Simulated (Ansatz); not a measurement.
PtS2:

```
Pt S
1.0
     3.54320    0.00000    0.00000
    -1.77160    3.06850    0.00000
     0.00000    0.00000    5.03880
Pt S
1 2
Direct
  0.00000 0.00000 0.00000
  0.66667 0.33333 0.77300
  0.33333 0.66667 0.22700
```

| Property | Result |
| --- | --- |
| Program | Ansatz 0.2.0 |
| Task | relaxation of cell and atoms |
| Functional | PBEsol |
| Dispersion | D3(BJ)-ATM |
| Potentials or basis | Ansatz PAW |
| Cutoff | 420 eV (not typed: the program's choice for these potentials) |
| k mesh | 9 × 9 × 5 |
| Occupations | fermi-dirac, width 0.05 eV |
| Spin | no spin polarisation |

At the start: volume 18.26 Å³/atom.

Where does the relaxation end?

It ends after 8 steps and the volume is 16.25 Å³/atom (-11.0 %); space group P-3m1 (No. 164, to 0.05 Å).

Step by step:
```
step  energy change (eV)  largest force (eV/Å)  volume (Å³)
   1              0.0000                0.9644        54.78
   2             -0.1118                0.1037        50.88
   3             -0.1530                0.1159        49.58
   4             -0.1548                0.1274        47.75
   5             -0.1618                0.0057        49.03
   6             -0.1622                0.0157        48.69
   7             -0.1622                0.0003        48.74
   8             -0.1614                0.0002        48.74
```

Final structure:
```
Pt S
1.0
     3.56288    0.00000    0.00000
    -1.78144    3.08554    0.00000
     0.00000    0.00000    4.43338
Pt S
1 2
Cartesian
  0.0000 0.0000 0.0000
  1.7814 1.0285 3.2431
  0.0000 2.0570 1.1903
```

Caveat: the plane-wave basis is chosen anew once the cell has moved, so the energies of steps on either side of that aren't comparable; pairwise dispersion overbinds metals, which lowers pressure and volume; the PAW data sets come from PBE, with cores solved anew for the run's functional, which leaves a small shift of forces and pressure.
